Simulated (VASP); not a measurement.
# Te (P3_121) in VASP: notebook, part 2 of 2

VASP 6.6.1. The steps go on from the part before.

## (4) Relaxation of cell and atoms, PBE

This run uses another cell than the first one, of 35.11 Å³/atom, 1.120 times its volume.

INCAR reads:

```
SYSTEM = Te
PREC = Accurate
ENCUT = 600
EDIFF = 1E-7
ISMEAR = 0
SIGMA = 0.03
LREAL = .False.
LASPH = .True.
NELM = 80
ALGO = Normal
ISIF = 3
LWAVE = .False.
LCHARG = .False.
GGA = PE
IBRION = 2
NSW = 90
EDIFFG = -0.005
```

KPOINTS reads:

```
regular mesh
0
Gamma
  9 9 5
  0 0 0
```

POSCAR reads:

```
Te                                      
1.0
    4.5171640983      0.0000000000      0.0000000000
   -2.2585820491      3.9119788622     -0.0000000000
    0.0000000000     -0.0000000000      5.9600348728
  Te            
     3
Direct
     0.2683679114907387    0.0000000000000000    0.3333333332999970
     0.0000000000000001    0.2683679114907389    0.6666666667000030
     0.7316320885092612    0.7316320885092610    1.0000000000000000
```

Potentials or basis: VASP PAW PBE potentials, release 64 (Te).

Started as:

```
> cat potpaw_PBE.64/Te/POTCAR > POTCAR
> mpirun -np 1 vasp_std > vasp.out
```

OUTCAR:

```text
SYSTEM = Te
   PREC = Accurate
   ENCUT = 600
   EDIFF = 1E-7
   ISMEAR = 0
   LREAL = .False.
   LASPH = .True.
   NELM = 80
   ISIF = 3
   GGA = PE
   IBRION = 2
   NSW = 90
   EDIFFG = -0.005

 ion  position               nearest neighbor table
   1  0.268  0.000  0.333-   3 2.89   2 2.89   3 3.51   3 3.51   2 3.51   2 3.51
   2  0.000  0.268  0.667-   3 2.89   1 2.89   3 3.51   3 3.51   1 3.51   1 3.51
   3  0.732  0.732  0.000-   2 2.89   1 2.89   2 3.51   1 3.51   1 3.51   2 3.51

  LATTYP: Found a hexagonal cell.
 ALAT       =     4.5171640983
 C/A-ratio  =     1.3194196056

  Lattice vectors:

 A1 = (   4.5171640983,   0.0000000000,   0.0000000000)
 A2 = (  -2.2585820491,   3.9119788622,   0.0000000000)
 A3 = (   0.0000000000,   0.0000000000,   5.9600348728)

Analysis of symmetry for initial positions (statically):
=====================================================================
 Subroutine PRICEL returns:
 Original cell was already a primitive cell.

 Routine SETGRP: Setting up the symmetry group for a
 hexagonal supercell.

 Subroutine GETGRP returns: Found  6 space group operations
 (whereof  2 operations were pure point group operations)
 out of a pool of 24 trial point group operations.

The static configuration has the point symmetry C_2 .
 The point group associated with its full space group is D_3 .

Analysis of symmetry for dynamics (positions and initial velocities):
[... 277 lines left out ...]
 Free energy of the ion-electron system (eV)
  ---------------------------------------------------
  ext. energy  EPLUGINS =         0.00000000
  ---------------------------------------------------
  free energy    TOTEN  =        -9.43140859 eV

  energy without entropy =       -9.43140859  energy(sigma->0) =       -9.43140859

 E-fermi :   5.6166     XC(G=0):  -8.9237

 val. band max:        5.4351734752   @ k =  -0.2222  -0.4444   0.4000
 cond. band min:       5.9962346404   @ k =   0.0000   0.0000   0.4000
 fundamental gap:      0.5610611652
 Fermi energy:         5.6166246981

 k-point     1 :       0.0000    0.0000    0.0000
  band No.  band energies     occupation
      1      -7.8434      2.00000
      2      -4.6771      2.00000
      3      -4.6771      2.00000
      4       2.5593      2.00000
      5       2.8212      2.00000
      6       2.8212      2.00000
      7       3.9196      2.00000
      8       3.9196      2.00000
      9       4.7320      2.00000
     10       6.5260      0.00000
     11       6.5260      0.00000
     12       7.0856      0.00000
     13      10.5772      0.00000
[... 354 lines left out ...]
  band No.  band energies     occupation
      1      -7.2029      2.00000
      2      -5.5789      2.00000
      3      -4.0508      2.00000
      4       0.9020      2.00000
      5       1.4690      2.00000
      6       2.3393      2.00000
      7       3.5601      2.00000
      8       4.5041      2.00000
      9       5.1295      2.00000
     10       6.2440      0.00000
     11       6.8469      0.00000
     12       7.3758      0.00000
     13       9.4163      0.00000

 [... further k-points ...]

------------------------ aborting loop because EDIFF is reached ----------------------------------------

  FORCE on cell =-STRESS in cart. coord.  units (eV):
  Direction    XX          YY          ZZ          XY          YZ          ZX
  --------------------------------------------------------------------------------------
  -------------------------------------------------------------------------------------
  Total        0.0030462      0.0030462      0.0031536      0.0000000     -0.0000000     -0.0000000
  in kB        0.0463729      0.0463729      0.0480078      0.0000000     -0.0000000     -0.0000000
  external PRESSURE =       0.0469179 kB  Pullay stress =       0.0000000 kB
[... 18 lines left out ...]
  FREE ENERGIE OF THE ION-ELECTRON SYSTEM (eV)
  ---------------------------------------------------
  free  energy   TOTEN  =        -9.4314085876 eV

  energy  without entropy=       -9.4314085876  energy(sigma->0) =       -9.43140859

 reached required accuracy - stopping structural energy minimisation
```

CONTCAR:

```text
Te
   1.00000000000000
     4.5168409284277118   -0.0000000000000041    0.0000000000000000
    -2.2584204641638634    3.9116989888808602   -0.0000000000000000
    -0.0000000000000000   -0.0000000000000000    5.9566941954696615
  Te
     3
Direct
     0.2685194256053767    0.0000000000000000    0.3333333332999970
     0.0000000000000000    0.2685194256053767    0.6666666667000030
     0.7314805743946232    0.7314805743946232    1.0000000000000000

  0.00000000E+00  0.00000000E+00  0.00000000E+00
  0.00000000E+00  0.00000000E+00  0.00000000E+00
  0.00000000E+00  0.00000000E+00  0.00000000E+00
```

Run time: 73 s. Hardware: 1 thread of Intel Xeon 6975P-C (Granite Rapids), shared host; peak memory 0.28 GiB.

What came out:

- Free energy: -9.4314 eV
- Relaxed volume: 35.08 Å³/atom
- Relaxed cell: a = 4.517 Å, b = 4.517 Å, c = 5.957 Å, α = 90.00°, β = 90.00°, γ = 120.00°
- Space group after relaxing (to 0.05 Å): P3_121 (No. 152)
- Energy gained by relaxing: 0.0 meV/atom
- Ionic steps: 4
- Pressure after relaxing: 0.0 GPa
- Largest force after relaxing: 0.005 eV/Å
- Band gap on the k mesh: 0.56 eV, indirect (least direct gap 0.68 eV)

Forces on the atoms (eV/Å):
```
Te   0.005  0.000  0.000
Te  -0.002  0.004  0.000
Te  -0.002 -0.004  0.000
```

Final structure:
```yaml
crystal:
  lattice:
    - [4.51684, 0.00000, 0.00000]
    - [-2.25842, 3.91170, 0.00000]
    - [0.00000, 0.00000, 5.95669]
  atoms:
    - { symbol: Te, position: [0.26852, 0.00000, 0.33333] }
    - { symbol: Te, position: [0.00000, 0.26852, 0.66667] }
    - { symbol: Te, position: [0.73148, 0.73148, 0.00000] }
```

Caveat: spin-orbit coupling is left out, which moves the levels of the heavy elements; an odd mesh through Γ misses points on the zone boundary, where band edges often lie.
